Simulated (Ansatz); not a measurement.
# Si: the cost of one run

Computed with Ansatz 0.2.0 (DFT PBE, scalar-relativistic, plane waves, PAW, unless a step's input says otherwise).

5 further runs of the same task are left out: 5 set aside as unsound or not needed. Runs told in other sessions of the task aren't counted.

## 1. The system as given

It takes space group I4/mmm (No. 139, tetragonal). Conventional cell: a = 6.691 Å, b = 6.691 Å, c = 3.861 Å, α = 90.00°, β = 90.00°, γ = 90.00°. Si (site symmetry m2m) has 4 Si at 2.36 to 2.39 Å in its first shell of neighbours.

Structure file:

```
CELL_PARAMETERS angstrom
-3.34558 3.34558 1.93042
3.34558 -3.34558 1.93042
3.34558 3.34558 -1.93042
ATOMIC_POSITIONS crystal
Si 0.17861 0.17861 0.35722
Si 0.82139 0.82139 0.64278
Si 0.17861 0.82139 0.00000
Si 0.82139 0.17861 0.00000
```

It goes back to an entry of the Materials Project, which need not be the stable form.

This cell was relaxed beforehand with the same method: volume 21.61 Å³/atom, gap on the mesh 0.41 eV.

## 2. The scan

The energy is mapped over two normal modes frozen in (zone-centre modes of the cell shown, which folds in the wave vector (0, 0, 1/2) of the primitive cell).

First coordinate, amplitude of mode 4 (126 cm⁻¹), largest displacement: 11 values from −0.426 Å. Second coordinate, amplitude of mode 7 (146 cm⁻¹), largest displacement: 11 values from −0.261 Å.

Nothing else is relaxed (the cell and all other modes fixed). Energies count from the relaxed high-symmetry cell. Points are written as (first, second).

The modes come from a phonon run on the reference cell, made beforehand.

The patterns, per unit of each coordinate (Å):

```
atom     x1     y1      z1     x2     y2      z2
 Si1  0.000  0.000   0.091  0.000  0.000   1.000
 Si2  0.000  0.000  -0.091  0.000  0.000   1.000
 Si3  0.000  0.000  -0.091  0.000  0.000   1.000
 Si4  0.000  0.000   0.091  0.000  0.000   1.000
 Si5  0.000  0.000   1.000  0.000  0.000  -1.000
 Si6  0.000  0.000  -1.000  0.000  0.000  -1.000
 Si7  0.000  0.000   1.000  0.000  0.000  -1.000
 Si8  0.000  0.000  -1.000  0.000  0.000  -1.000
```

## 3. The run at (−0.256 Å, −0.261 Å)

input.yaml reads:

```yaml
crystal:
  lattice:
    - [0.0, 0.0, 3.8608359371]
    - [3.3455832253, -3.3455832253, -1.9304179686]
    - [6.6911664507, 6.6911664507, 0.0]
  atoms:
    - { symbol: Si, position: [-0.0736328653, 0.0, 0.1786105076] }
    - { symbol: Si, position: [0.4384289849, 0.0, 0.6786105076] }
    - { symbol: Si, position: [0.4384289849, 0.0, 0.3213894924] }
    - { symbol: Si, position: [-0.0736328653, 0.0, 0.8213894924] }
    - { symbol: Si, position: [0.8227881532, 0.6427789847, 0.0] }
    - { symbol: Si, position: [0.4551947118, 0.6427789847, 0.5] }
    - { symbol: Si, position: [0.1800091685, 0.3572210153, 0.0] }
    - { symbol: Si, position: [0.8124157271, 0.3572210153, 0.5] }
basis:
  ecutwfc: 420
kpoints:
  mp_grid: { grid: [10, 10, 4] }
hamiltonian:
  xc: pbe
  pseudopotentials: { kind: paw, azcp: { folder: soft_1 } }
scf:
  occupations: { method: gaussian, width: 0.05 }
output:
  forces: true
  stress: true
  eigenvalues: true
```

Started as:

```
$ ansatz run input.yaml --threads 2 --pin off --max-ram 4096MiB --backend cpu --events-out ev --progress --plain --runs-dir out
```

What time and memory should one allow on 2 threads of Arm Neoverse N1, shared host?

About 31 s, with a peak of 0.55 GiB.
